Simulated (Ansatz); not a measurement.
# Se: strong compression

The task here is to estimate one member of a computed series from the others.

Computed with Ansatz 0.2.0 (DFT PBE, with the methods named in each step, unless a step's input says otherwise).

### The starting structure

Symmetry: Im-3m, No. 229, cubic system. The conventional cell has a = 3.476 Å, b = 3.476 Å, c = 3.476 Å, α = 90.00°, β = 90.00°, γ = 90.00°. Around Se (site symmetry m-3m) lie 8 Se at 3.01 Å.

Coordinates:

```
Se
1.0
    -1.73801    1.73801    1.73801
     1.73801   -1.73801    1.73801
     1.73801    1.73801   -1.73801
Se
1
Direct
  0.00000 0.00000 0.00000
```

Whether this phase is the stable one at these pressures isn't tested.

The first run:

Input file input.yaml:

```yaml
crystal:
  lattice:
    - [-1.7380133224, 1.7380133224, 1.7380133224]
    - [1.7380133224, -1.7380133224, 1.7380133224]
    - [1.7380133224, 1.7380133224, -1.7380133224]
  atoms:
    - { symbol: Se, position: [0.0, 0.0, 0.0] }
kpoints:
  mp_grid: { grid: [17, 17, 17] }
scf:
  occupations: { method: fermi_dirac, width: 0.08 }
hamiltonian:
  xc: pbe
  pseudopotentials: { kind: paw }
output:
  forces: true
  stress: true
relax:
  f_tol: 0.005
  max_steps: 40
  cell: {}
```

On the command line:

```bash
> ansatz run input.yaml --threads 1 --pin off --max-ram 2048MiB --backend cpu --events-out ev --progress --plain --runs-dir out
```

Among the steps run: Cell relaxed at zero pressure, PAW; Volume scaled by 1, PAW; Volume scaled by 1, PAW (core large); Volume scaled by 0.88, PAW; Volume scaled by 0.78, PAW; Volume scaled by 0.78, PAW (cutoff 300 eV); Volume scaled by 0.68, PAW; Volume scaled by 0.58, PAW; Volume scaled by 0.5, PAW; Volume scaled by 0.43, PAW; Volume scaled by 0.43, PAW (cutoff 1000 eV).

One table of the session follows, with a row left open; its other results are not shown here.

| method | volume over the first | volume (Å³/atom) | pressure (GPa) |
| --- | --- | --- | --- |
| PAW | 1 | 20.376 | -0.04 |
| PAW | 0.88 | 17.931 | 12.21 |
| PAW | 0.78 | 15.893 | 31.18 |
| PAW | 0.68 | 13.856 | 65.88 |
| PAW | 0.58 | 11.818 | 131.92 |
| PAW | 0.5 | ? | ? |
| PAW | 0.43 | 8.762 | 384.38 |
| PAW (core large) | 1 | 20.376 | -0.12 |
| PAW (cutoff 1000 eV) | 0.43 | 8.762 | 384.25 |
| PAW (cutoff 300 eV) | 0.78 | 15.893 | 31.15 |

Q: Estimate the row for PAW, 0.5 from the others.

As computed: volume (Å³/atom): 10.188; pressure (GPa): 232.10. In the column «volume (Å³/atom)» it lies between PAW (cutoff 1000 eV), 0.43 (8.762) and PAW, 0.58 (11.818).

Caveats from the session: Warnings in the runs' records: datasets by core, cutoff below recommended.
